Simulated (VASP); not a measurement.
Data:

```
ZnTe
1.0
    0.00000     3.04376     3.04376
    3.04376     0.00000     3.04376
    3.04376     3.04376     0.00000
Zn Te
1 1
Direct
  0.00000   0.00000   0.00000
  0.25000   0.25000   0.25000
```

These are PBE GGA with D3 dispersion (Becke-Johnson damping), VASP's PBE PAW potentials (set 64) (plane waves; VASP) values and carry that method's errors. Numerical set-up: 520 eV cut-off, 8×8×8 Γ-centred mesh, tetrahedra with Blöchl corrections, potentials Zn Te.

Q: The job: ZnTe (zinc blende), 2 atoms, PBE-D3(BJ), static run, 520 eV, 8×8×8 Γ-centred mesh. Roughly how much core time does it take on a busy server core?

A: About 10 core-seconds (one run on a shared machine, a rough figure). It had 29 irreducible k-points, 13 bands, up to 1540 plane waves and 15 electronic steps.

The compound is ZnTe in the zinc blende structure. It was relaxed first.
